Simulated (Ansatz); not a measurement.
# GaN under changes of volume

One of the cells (11.444 Å³/atom); the others are scaled copies at fixed shape and fractional positions:

```xyz
2
Lattice="0.0000 2.2535 2.2535 2.2535 0.0000 2.2535 2.2535 2.2535 0.0000" Properties=species:S:1:pos:R:3 pbc="T T T"
Ga    0.0000    0.0000    0.0000
N     1.1268    1.1268    1.1268
```

The cell is a database's computed one.

```yaml
Program: Ansatz 0.2.0
Functional: PBE
Potentials_or_basis: Ansatz PAW earlier set
Cutoff: "1020 eV (not typed: the program's choice for these potentials)"
k_mesh: 10 × 10 × 10
Occupations: fermi-dirac, width 0.05 eV
Spin: no spin polarisation
```

| volume (Å³/atom) | energy over the lowest point (meV/atom) | pressure (GPa) | gap on the mesh (eV) |
| --- | --- | --- | --- |
| 10.757 | 53.27 | 18.6 | 2.13 |
| 10.986 | ? | ? | ? |
| 11.215 | 14.30 | 9.0 | 1.86 |
| 11.444 | 4.38 | 4.9 | 1.73 |
| 11.673 | 0.00 | 1.3 | 1.61 |
| 11.902 | 0.60 | -2.0 | 1.48 |
| 12.131 | 5.68 | -5.0 | 1.36 |

**Question.** What does the run at 10.986 Å³/atom give?

**Answer.** Energy over the lowest point 30.36 meV/atom; pressure 13.6 GPa; gap on the mesh 2.00 eV.

Worked out: A Birch-Murnaghan fit of order 3 (a polynomial in V^(-2/3)) to the other rows has its minimum at 11.76 Å³/atom with B0 = V·E''(V) = 172 GPa and B' = 4.4. It gives 30.36 meV/atom at 10.986 Å³/atom, against the run's 30.36, and -dE/dV = 13.5 GPa, against 13.6. A straight line through the other rows of the gap, of slope -6.4 eV per unit of ln V (its deformation potential), gives 1.99 eV, against the run's 2.00.

Energies are extrapolated to zero smearing.

Spin-orbit coupling on Ga is left out.
